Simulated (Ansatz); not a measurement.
BN in Ansatz: the effect of functional

Crystal: BN.

```
N B
1.0
     2.47414    0.00000    0.00000
    -1.22986    2.14682    0.00000
    -0.62214   -1.07341    2.98169
N B
1 1
Direct
  0.66851 0.33238 0.98500
  0.97964 0.98350 0.00181
```

The cell comes from a database or a generator and needn't be the stable form of this composition.

The cell isn't the ideal one: volume scaled by 0.96.

Alike in all runs:

- Program: Ansatz 0.2.0
- Task: single point
- Potentials or basis: Ansatz PAW
- k mesh: 13 × 13 × 9
- Occupations: fermi-dirac, width 0.05 eV
- Spin: no spin polarisation

Q: One run gave: gap on the mesh 2.62 eV; pressure 7.5 GPa; largest force 2.96 eV/Å. Which functional did it use?
A. r2SCAN
B. LDA
C. PBEsol

A: B.

```csv
functional,cutoff,gap on the mesh (eV),pressure (GPa),largest force (eV/Å)
LDA,420 eV (not typed: the program's choice for these potentials),2.62,7.5,2.96
PBEsol,420 eV (not typed: the program's choice for these potentials),2.69,13.4,3.00
r2SCAN,500 eV (not typed: the program's choice for these potentials),3.27,12.8,3.00
```

Caveats: odd divisions of the mesh miss points on the zone boundary, where band edges often lie, so the gap on the mesh can be too wide; the PAW data sets come from PBE, with cores solved anew for the run's functional, which leaves a small shift of forces and pressure; forces of over 1 eV/Å show positions far from the minimum, so gaps and moduli don't describe the material at rest.

A k mesh can miss the band edges.

Runs at the PBE level aren't shown here.
